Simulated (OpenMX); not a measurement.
The system is Nb.

```
Nb
1.0
    -1.66395    1.66395    1.66395
     1.66395   -1.66395    1.66395
     1.66395    1.66395   -1.66395
Nb
1
Direct
  0.00000 0.00000 0.00000
```

| Property | Result |
| --- | --- |
| Program | OpenMX 3.8.5 |
| Task | single point |
| Functional | PBE |
| Potentials or basis | OpenMX 2013 PBE set, Nb7.0-s3p2d2, grid cutoff 350 Ry |
| k mesh | 11 × 11 × 11 |
| Occupations | fermi-dirac, width 0.05 eV |
| Spin | no spin polarisation |

On this cell: pressure 0.2 GPa; band gap on the k mesh none (metal or under the smearing width).

The same run follows on a disturbed copy (cell strained at random at fixed volume):

```
Nb
1.0
    -1.65481    1.66189    1.66310
     1.61189   -1.66978    1.62806
     1.70285    1.71781   -1.67098
Nb
1
Direct
  0.99711 0.99235 0.00528
```

Problem. What changes?

Solution. The energy (extrapolated to zero smearing) moves by +4.5 meV/atom; pressure 0.3 GPa; band gap on the k mesh none (metal or under the smearing width).

Caveats: the basis of atomic orbitals isn't converged, which shifts pressures, moduli and gaps.
